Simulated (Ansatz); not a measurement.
Method: DFT r2SCAN, scalar-relativistic, plane waves, PAW (Ansatz).

Structure of TiO$_{2}$:

```
Ti O
1.0
     4.80401    0.00000   -0.00166
     0.00000    4.86612    0.00000
    -0.86304    0.00000    4.96626
Ti O
4 8
Direct
  0.27700 0.44551 0.71454
  0.72300 0.94551 0.78546
  0.72300 0.55449 0.28546
  0.27700 0.05449 0.21454
  0.44631 0.74203 0.96336
  0.55369 0.24203 0.53664
  0.55369 0.25797 0.03664
  0.44631 0.75797 0.46336
  0.06350 0.32231 0.35224
  0.93650 0.82231 0.14776
  0.93650 0.67769 0.64776
  0.06350 0.17769 0.85224
```

Cutoff 500 eV; k points 6×6×6 on the computed 12-atom cell (Γ-centred); Gaussian smearing, width 0.02 eV; no spin polarisation.

Levels along Γ–Z–D–B–Γ–A–E–Z–C2–Y2–Γ, in eV from a zero inside the gap, sorted by energy at each point. Points in fractions of the primitive reciprocal vectors: Γ (0.000 0.000 0.000), Z (0.000 0.500 0.000), D (0.000 0.500 0.500), B (0.000 0.000 0.500), A (-0.500 0.000 0.500), E (-0.500 0.500 0.500), C2 (-0.500 0.500 0.000), Y2 (-0.500 0.000 0.000).
| point | k (1/Å, with 2π) | band 45 | band 46 | band 47 | band 48 | band 49 | band 50 | band 51 |
| --- | --- | --- | --- | --- | --- | --- | --- | --- |
| Γ | 0.000 | -2.06 | -1.95 | -1.40 | -1.35 | 1.48 | 1.58 | 1.95 |
| - | 0.323 | -2.31 | -2.19 | -1.60 | -1.47 | 1.66 | 1.86 | 1.93 |
| Z | 0.646 | -2.32 | -2.32 | -1.73 | -1.73 | 1.88 | 1.88 | 2.22 |
| - | 0.962 | -2.41 | -2.41 | -1.92 | -1.92 | 1.83 | 1.83 | 2.00 |
| D | 1.278 | -2.49 | -2.49 | -2.22 | -2.22 | 1.72 | 1.72 | 1.85 |
| - | 1.601 | -2.49 | -2.49 | -1.99 | -1.99 | 1.73 | 1.73 | 1.83 |
| B | 1.924 | -2.44 | -2.44 | -1.78 | -1.78 | 1.68 | 1.68 | 1.90 |
| - | 2.240 | -2.40 | -2.00 | -1.73 | -1.52 | 1.50 | 1.72 | 1.89 |
| Γ | 2.557 | -2.06 | -1.95 | -1.40 | -1.35 | 1.48 | 1.58 | 1.95 |
| - | 2.974 | -2.32 | -2.08 | -1.88 | -1.62 | 1.63 | 1.64 | 1.85 |
| A | 3.391 | -2.46 | -2.46 | -2.01 | -2.01 | 1.39 | 1.39 | 2.31 |
| - | 3.714 | -2.48 | -2.48 | -2.12 | -2.12 | 1.46 | 1.46 | 2.15 |
| E | 4.037 | -2.56 | -2.56 | -2.30 | -2.30 | 1.60 | 1.60 | 1.94 |
| - | 4.454 | -2.63 | -2.63 | -2.04 | -2.04 | 1.70 | 1.70 | 2.09 |
| Z | 4.872 | -2.32 | -2.32 | -1.73 | -1.73 | 1.88 | 1.88 | 2.22 |
| - | 5.203 | -2.37 | -2.37 | -2.06 | -2.06 | 1.87 | 1.87 | 1.93 |
| C2 | 5.535 | -2.35 | -2.35 | -2.13 | -2.13 | 1.73 | 1.73 | 2.00 |
| - | 5.858 | -2.33 | -2.20 | -2.18 | -1.82 | 1.58 | 1.72 | 1.90 |
| Y2 | 6.181 | -2.22 | -2.13 | -1.89 | -1.45 | 1.35 | 1.89 | 1.90 |
| - | 6.513 | -2.07 | -2.01 | -1.97 | -1.41 | 1.58 | 1.72 | 1.81 |
| Γ | 6.845 | -2.06 | -1.95 | -1.40 | -1.35 | 1.48 | 1.58 | 1.95 |

This form isn't the usual stable structure of the compound.

Cost: 1 run of about 9.2 core-minutes, on AMD EPYC (Zen 3) (shared hosts).